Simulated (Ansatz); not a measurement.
**Pd: how the settings move a single-point run**

Question: which choices in the input matter for Pd?

Computed with Ansatz 0.2.0 (reference: DFT, PBE, PAW with Ansatz's default frozen-core files, scalar-relativistic, unless a step's input says otherwise).

## (1) Starting point

Symmetry: P6_3/mmc, No. 194, hexagonal system. Conventional cell: a = 2.495 Å, b = 2.495 Å, c = 4.149 Å, α = 90.00°, β = 90.00°, γ = 120.00°. Around Pd (site symmetry -6m2) lie 12 Pd at 2.49 to 2.53 Å.

Coordinates:

```cif
data_structure
_symmetry_space_group_name_H-M 'P 1'
_symmetry_Int_Tables_number 1
_cell_length_a 2.4949
_cell_length_b 2.4949
_cell_length_c 4.1488
_cell_angle_alpha 90.000
_cell_angle_beta 90.000
_cell_angle_gamma 120.000
_cell_volume 22.37
loop_
_atom_site_label
_atom_site_type_symbol
_atom_site_fract_x
_atom_site_fract_y
_atom_site_fract_z
_atom_site_occupancy
Pd1 Pd 0.66667 0.33333 0.75000 1
Pd2 Pd 0.33333 0.66667 0.25000 1
```

## (2) Reference

Contents of input.yaml:

```yaml
crystal:
  lattice:
    - [2.4949459498, 0.0, 0.0]
    - [-1.2474729749, 2.1606865736, 0.0]
    - [0.0, 0.0, 4.1487886123]
  atoms:
    - { symbol: Pd, position: [0.6666666667, 0.3333333333, 0.75] }
    - { symbol: Pd, position: [0.3333333333, 0.6666666667, 0.25] }
kpoints:
  mp_grid: { grid: [14, 14, 7] }
scf:
  occupations: { method: fermi_dirac, width: 0.05 }
  lower_state_search: "off"
hamiltonian:
  xc: pbe
  pseudopotentials: { kind: paw }
output:
  forces: true
  stress: true
  eigenvalues: true
```

Launch:

```bash
> ansatz run input.yaml --threads 1 --pin off --max-ram 3072MiB --backend cpu --events-out ev --progress --plain --runs-dir out
```

## (3) Changing settings: occupations.method tetrahedron, width left out

input.yaml, as its differences from that of step 2:

```diff
@@ -11,3 +11,3 @@
 scf:
-  occupations: { method: fermi_dirac, width: 0.05 }
+  occupations: { method: tetrahedron }
   lower_state_search: "off"
```

Before running it: what results should come out? Wanted: for each run, ending; energy change; pressure; gap; force.

As calculated:

| run | ending | energy change | pressure (GPa) | gap (eV) | force (eV/Å) | cycles | time |
| --- | --- | --- | --- | --- | --- | --- | --- |
| reference | converged | 0 | 125.4 | 0.00 | 0.00 | 6 | 1.8 s |
| 1: occupations.method tetrahedron, width left out | converged | -2.3 meV/atom (σ→0) | 125.2 | 0.00 | 0.00 | 5 | 1.7 s |

Residual by cycle in the longest SCF loop of each run; runs are numbered as in the table. The quantity is the density residual dr2, in eV.

| cycle | reference | run 1 |
| --- | --- | --- |
| 1 | 0.00557 | 0.00481 |
| 2 | 0.00126 | 9.2e-4 |
| 3 | 8.8e-6 | 1.4e-5 |
| 4 | 2.5e-6 | 5.1e-6 |
| 5 | 1.3e-8 | 7.4e-8 |
| 6 | 2.6e-10 | - |

What this shows: Changing the smearing moves the energy by -2.3 meV/atom (σ→0 values). Cost: 5 SCF cycles against 6. The structure is not at rest: the sound run finds 125 GPa, so these are no properties of the relaxed crystal. 
